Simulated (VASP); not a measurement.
# Na2S (Fm-3m) in VASP: single point with PBE0

Aim: the single point of Na2S with PBE0.

All numbers are computed with VASP 6.6.1; they aren't measurements. Logs are shortened: lines on timing, memory, paths and dates and some standing lists are left out, and cuts for length are marked.

## 1. Starting point

The structure is cubic, space group Fm-3m (No. 225). Conventional cell: a = 6.503 Å, b = 6.503 Å, c = 6.503 Å, α = 90.00°, β = 90.00°, γ = 90.00°. Na (site symmetry -43m) has 4 S at 2.82 Å as nearest neighbours. S (site symmetry m-3m) is surrounded by 8 Na at 2.82 Å.

The cell comes from a database or a generator and needn't be the stable form of this composition.

## 2. Single point, PBE0

Contents of POSCAR:

```
Na2S
1.0
    0.0000000000      3.2516400000      3.2516400000
    3.2516400000      0.0000000000      3.2516400000
    3.2516400000      3.2516400000      0.0000000000
Na S
2 1
Direct
    0.2500000000      0.2500000000      0.2500000000
    0.7500000000      0.7500000000      0.7500000000
    0.0000000000      0.0000000000      1.0000000000
```

Contents of INCAR.step1:

```
SYSTEM = Na2S
PREC = Accurate
ENCUT = 520
EDIFF = 1E-5
ISMEAR = 0
SIGMA = 0.02
LREAL = .False.
LASPH = .True.
NELM = 100
ALGO = Normal
ISIF = 2
LWAVE = .True.
LCHARG = .False.
GGA = PE
```

Contents of INCAR.step2:

```
SYSTEM = Na2S
PREC = Accurate
ENCUT = 520
EDIFF = 1E-7
ISMEAR = 0
SIGMA = 0.02
LREAL = .False.
LASPH = .True.
NELM = 100
ALGO = Normal
ISIF = 2
LWAVE = .False.
LCHARG = .False.
GGA = PE
LHFCALC = .True.
AEXX = 0.25
PRECFOCK = Fast
HFRCUT = -1
ISTART = 1
```

Contents of KPOINTS:

```
regular mesh
0
Gamma
  4 4 4
  0 0 0
```

Potentials or basis: VASP PAW PBE potentials, release 64 (Na_pv, S).

Started as:

```
$ cat potpaw_PBE.64/Na_pv/POTCAR potpaw_PBE.64/S/POTCAR > POTCAR
$ cp INCAR.step1 INCAR
$ mpirun -np 1 vasp_std > vasp.out
$ cp INCAR.step2 INCAR
$ mpirun -np 1 vasp_std > vasp.out
```

OUTCAR:

```text
SYSTEM = Na2S
   PREC = Accurate
   ENCUT = 520
   EDIFF = 1E-7
   ISMEAR = 0
   LREAL = .False.
   LASPH = .True.
   NELM = 100
   ISIF = 2
   GGA = PE
   LHFCALC = .True.
   AEXX = 0.25
   PRECFOCK = Fast
   ISTART = 1

 ion  position               nearest neighbor table
   1  0.250  0.250  0.250-
   2  0.750  0.750  0.750-
   3  0.000  0.000  0.000-

  LATTYP: Found a face centered cubic cell.
 ALAT       =     6.5032800000

  Lattice vectors:

 A1 = (   0.0000000000,   3.2516400000,   3.2516400000)
 A2 = (   3.2516400000,   0.0000000000,   3.2516400000)
 A3 = (   3.2516400000,   3.2516400000,   0.0000000000)

Analysis of symmetry for initial positions (statically):
=====================================================================
 Subroutine PRICEL returns:
 Original cell was already a primitive cell.

 Routine SETGRP: Setting up the symmetry group for a
 face centered cubic supercell.

 Subroutine GETGRP returns: Found 48 space group operations
 (whereof 48 operations were pure point group operations)
 out of a pool of 48 trial point group operations.

The static configuration has the point symmetry O_h .

Analysis of symmetry for dynamics (positions and initial velocities):
=====================================================================
 Subroutine PRICEL returns:
 Original cell was already a primitive cell.

 Routine SETGRP: Setting up the symmetry group for a
 face centered cubic supercell.

 Subroutine GETGRP returns: Found 48 space group operations
 (whereof 48 operations were pure point group operations)
 out of a pool of 48 trial point group operations.

The dynamic configuration has the point symmetry O_h .

 Subroutine INISYM returns: Found 48 space group operations
 (whereof 48 operations are pure point group operations),
 and found     1 'primitive' translations

----------------------------------------------------------------------------------------

                                     Primitive cell

  volume of cell :      68.7602

  direct lattice vectors                    reciprocal lattice vectors
     0.000000000  3.251640000  3.251640000    -0.153768560  0.153768560  0.153768560
     3.251640000  0.000000000  3.251640000     0.153768560 -0.153768560  0.153768560
     3.251640000  3.251640000  0.000000000     0.153768560  0.153768560 -0.153768560

  length of vectors
     4.598513388  4.598513388  4.598513388     0.266334958  0.266334958  0.266334958

  position of ions in fractional coordinates (direct lattice)
     0.250000000  0.250000000  0.250000000
     0.750000000  0.750000000  0.750000000
     0.000000000  0.000000000  0.000000000

  ion indices of the primitive-cell ions
   primitive index   ion index
                 1           1
                 2           2
                 3           3

----------------------------------------------------------------------------------------

 KPOINTS: regular mesh

Automatic generation of k-mesh.
 Grid dimensions read from file:
 generate k-points for:    4    4    4

 Generating k-lattice:

  Cartesian coordinates                     Fractional coordinates (reciprocal lattice)
    -0.038442140  0.038442140  0.038442140     0.250000000  0.000000000  0.000000000
     0.038442140 -0.038442140  0.038442140     0.000000000  0.250000000  0.000000000
     0.038442140  0.038442140 -0.038442140     0.000000000  0.000000000  0.250000000

  Length of vectors
     0.066583740  0.066583740  0.066583740

  Shift w.r.t. Gamma in fractional coordinates (k-lattice)
     0.000000000  0.000000000  0.000000000

 Subroutine IBZKPT returns following result:
 ===========================================

 Found      8 irreducible k-points:

 Following reciprocal coordinates:
            Coordinates               Weight
  0.000000  0.000000  0.000000      1.000000
  0.250000  0.000000  0.000000      8.000000
  0.500000  0.000000  0.000000      4.000000
  0.250000  0.250000  0.000000      6.000000
  0.500000  0.250000  0.000000     24.000000
 -0.250000  0.250000  0.000000     12.000000
  0.500000  0.500000  0.000000      3.000000
 -0.250000  0.500000  0.250000      6.000000
   k-points           NKPTS =      8   k-points in BZ     NKDIM =     64   number of bands    NBANDS=     14
   number of dos      NEDOS =    301   number of ions     NIONS =      3
   total plane-waves  NPLWV =  46656
   dimension x,y,z NGX =    36 NGY =   36 NGZ =   36
   dimension x,y,z NGXF=    72 NGYF=   72 NGZF=   72
   ions per type =               2   1
   NGX,Y,Z   is equivalent  to a cutoff of  13.01, 13.01, 13.01 a.u.
   NGXF,Y,Z  is equivalent  to a cutoff of  26.03, 26.03, 26.03 a.u.
 SYSTEM =  Na2S
   PREC   = accura    normal or accurate (medium, high low for compatibility)
   ISTART =      1    job   : 0-new  1-cont  2-samecut
   ICHARG =      0    charge: 1-file 2-atom 10-const
   ISPIN  =      1    spin polarized calculation?
   LNONCOLLINEAR =      F non collinear calculations
   LSORBIT =      F    spin-orbit coupling
   LASPH  =      T    aspherical Exc in radial PAW
   ENCUT  =  520.0 eV  38.22 Ry    6.18 a.u.   8.55  8.55  8.55*2*pi/ulx,y,z
   NELM   =    100;   NELMIN=  2; NELMDL=  0     # of ELM steps
   EDIFF  = 0.1E-06   stopping-criterion for ELM
   LREAL  =      F    real-space projection
   EDIFFG = 0.1E-05   stopping-criterion for IOM
   NSW    =      0    number of steps for IOM
   IBRION =     -1    ionic relax: 0-MD 1-quasi-New 2-CG
   NFREE  =      0    steps in history (QN), initial steepest desc. (CG)
   ISIF   =      2    stress and relaxation
   ISYM   =      3    0-nonsym 1-usesym 2-fastsym
   POTIM  = 0.5000    time-step for ionic-motion
   TEBEG  =    0.0;   TEEND  =   0.0 temperature during run
   PSTRESS=    0.0 pullay stress
   NELECT =      20.0000    total number of electrons
   NUPDOWN=      -1.0000    fix difference up-down
   EMIN   =  10.00;   EMAX   =-10.00  energy-range for DOS
   EFERMI =   0.00;   METHOD = LEGACY
   ISMEAR =     0;   SIGMA  =   0.02  broadening in eV -4-tet -1-fermi 0-gaus
   EFERMI_NEDOS =   21; number of points for ismear=-14 and -15
   IALGO  =     38    algorithm
   IMIX   =      1    mixing-type and parameters
     AMIX     =   0.40;   BMIX     =  1.00
     AMIX_MAG =   1.60;   BMIX_MAG =  1.00
  volume/ion in A,a.u.               =      22.92       154.67
  Fermi-wavevector in a.u.,A,eV,Ry     =   1.084690  2.049767 16.007972  1.176553
  Thomas-Fermi vector in A             =   2.220786
   LORBIT       =      0    0 simple, 1 ext, 2 COOP (PROOUT), +10 PAW based schemes
   GGA     = PE    functional components
   LHFCALC =     T    Hartree Fock is set to
   PRECFOCK=fast      Normal, Fast or Accurate (Low or Medium for compatibility)
   ENCUT4O =  -1.0   cutoff for four orbital integrals eV
   NKREDX  =     1    reduce k-point grid by
   NKREDY  =     1    reduce k-point grid by
   NKREDZ  =     1    reduce k-point grid by
   AEXX    =    0.2500 exact exchange contribution
   HFSCREEN=    0.0000 screening length (either q_TF or 0.3 A-1)
   HFSCREENC=   0.0000 screening length for correlation (either q_TF or 0.3 A-1)
   ENCUTFOCK=  -1.0 apply spherical cutoff to Coloumb kernel
   IVDW    =     0    specifies the selected vdW correction
   LEPSILON=     F    determine dielectric tensor
   LRPA    =     F    only Hartree local field effects (RPA)
 non-spin polarized calculation
 Gauss-broadening in eV      SIGMA  =   0.02
  energy-cutoff  :      520.00
  volume of cell :       68.76
 maximum number of plane-waves:      1880
 NGX is ok and might be reduce to    36
  NGX = 20; NGY = 20; NGZ = 20

 number of electron      19.9999984 magnetization

 Free energy of the ion-electron system (eV)
  ---------------------------------------------------
  ext. energy  EPLUGINS =         0.00000000
  ---------------------------------------------------
  free energy    TOTEN  =       -12.39310198 eV

  energy without entropy =      -12.39310198  energy(sigma->0) =      -12.39310198

 E-fermi :  -0.7132     XC(G=0):  -6.2123

 val. band max:       -0.8433789353   @ k =   0.0000   0.0000   0.0000
 cond. band min:       3.3768257743   @ k =   0.0000   0.0000   0.0000
 fundamental gap:      4.2202047096
 Fermi energy:        -0.7131736749

 k-point     1 :       0.0000    0.0000    0.0000
  band No.  band energies     occupation
      1     -25.3995      2.00000
      2     -25.3995      2.00000
      3     -25.3995      2.00000
      4     -25.3466      2.00000
      5     -25.3466      2.00000
      6     -25.3466      2.00000
      7     -12.1110      2.00000
      8      -0.8434      2.00000
      9      -0.8434      2.00000
     10      -0.8434      2.00000
     11       3.3768      0.00000
     12       8.8897      0.00000
     13       8.8897      0.00000
     14       8.8897      0.00000

 k-point     2 :       0.2500    0.0000    0.0000
  band No.  band energies     occupation
      1     -25.3949      2.00000
      2     -25.3923      2.00000
      3     -25.3923      2.00000
      4     -25.3581      2.00000
      5     -25.3549      2.00000
      6     -25.3549      2.00000
      7     -11.9686      2.00000
      8      -1.9236      2.00000
      9      -0.9218      2.00000
     10      -0.9218      2.00000
     11       4.8024      0.00000
     12       8.1813      0.00000
     13       8.7630      0.00000
     14       8.7630      0.00000
[... 71 lines left out ...]
      1     -25.4271      2.00000
      2     -25.4116      2.00000
      3     -25.4116      2.00000
      4     -25.3393      2.00000
      5     -25.3393      2.00000
      6     -25.3327      2.00000
      7     -11.7356      2.00000
      8      -2.4743      2.00000
      9      -1.3690      2.00000
     10      -1.3690      2.00000
     11       4.6327      0.00000
     12       7.0940      0.00000
     13       9.8690      0.00000
     14      11.0824      0.00000

 k-point     8 :      -0.2500    0.5000    0.2500
  band No.  band energies     occupation
      1     -25.4222      2.00000
      2     -25.4165      2.00000
      3     -25.3755      2.00000
      4     -25.3755      2.00000
      5     -25.3363      2.00000
      6     -25.3356      2.00000
      7     -11.7301      2.00000
      8      -1.9732      2.00000
      9      -1.9732      2.00000
     10      -1.4895      2.00000
     11       5.6573      0.00000
     12       8.4112      0.00000
     13       8.4429      0.00000
     14       8.4429      0.00000

------------------------ aborting loop because EDIFF is reached ----------------------------------------

  FORCE on cell =-STRESS in cart. coord.  units (eV):
  Direction    XX          YY          ZZ          XY          YZ          ZX
  --------------------------------------------------------------------------------------
  -------------------------------------------------------------------------------------
  Total        0.1390992      0.1390992      0.1390992      0.0000000      0.0000000      0.0000000
  in kB        3.2411398      3.2411398      3.2411398      0.0000000      0.0000000      0.0000000
  external PRESSURE =       3.2411398 kB  Pullay stress =       0.0000000 kB

 VOLUME and BASIS-vectors are now :
 -----------------------------------------------------------------------------
  energy-cutoff  :      520.00
  volume of cell :       68.76
      direct lattice vectors                 reciprocal lattice vectors
     0.000000000  3.251640000  3.251640000    -0.153768560  0.153768560  0.153768560
     3.251640000  0.000000000  3.251640000     0.153768560 -0.153768560  0.153768560
     3.251640000  3.251640000  0.000000000     0.153768560  0.153768560 -0.153768560

 POSITION                                       TOTAL-FORCE (eV/Angst)
 -----------------------------------------------------------------------------------
      1.62582      1.62582      1.62582         0.000000      0.000000      0.000000
      4.87746      4.87746      4.87746         0.000000     -0.000000     -0.000000
      0.00000      0.00000      0.00000        -0.000000     -0.000000      0.000000
 -----------------------------------------------------------------------------------
    total drift:                                0.000000      0.000000      0.000000

  FREE ENERGIE OF THE ION-ELECTRON SYSTEM (eV)
  ---------------------------------------------------
  free  energy   TOTEN  =       -12.3931019769 eV

  energy  without entropy=      -12.3931019769  energy(sigma->0) =      -12.39310198
```

It took 3.3 min on 1 thread of AMD EPYC 9R45 (Zen 5), shared host; peak memory 0.16 GiB.

What came out:

```
Free energy            : -12.3931 eV
Pressure               : 0.3 GPa
Band gap on the k mesh : 4.22 eV, direct
```

Levels at points of the mesh, in eV from the valence-band top:
| k point | band 6 | band 7 | band 8 | band 9 | band 10 | band 11 | band 12 | band 13 | band 14 |
| --- | --- | --- | --- | --- | --- | --- | --- | --- | --- |
| (0.00, 0.00, 0.00) | -24.50 | -11.27 | 0.00 | 0.00 | 0.00 | 4.22 | 9.73 | 9.73 | 9.73 |
| (0.50, 0.00, 0.00) | -24.53 | -10.98 | -1.83 | -0.16 | -0.16 | 6.70 | 8.34 | 9.04 | 9.04 |
| (0.50, 0.50, 0.00) | -24.49 | -10.89 | -1.63 | -0.53 | -0.53 | 5.48 | 7.94 | 10.71 | 11.93 |

Caveat: the PAW data sets were made with another functional, which shifts forces and pressure a little.
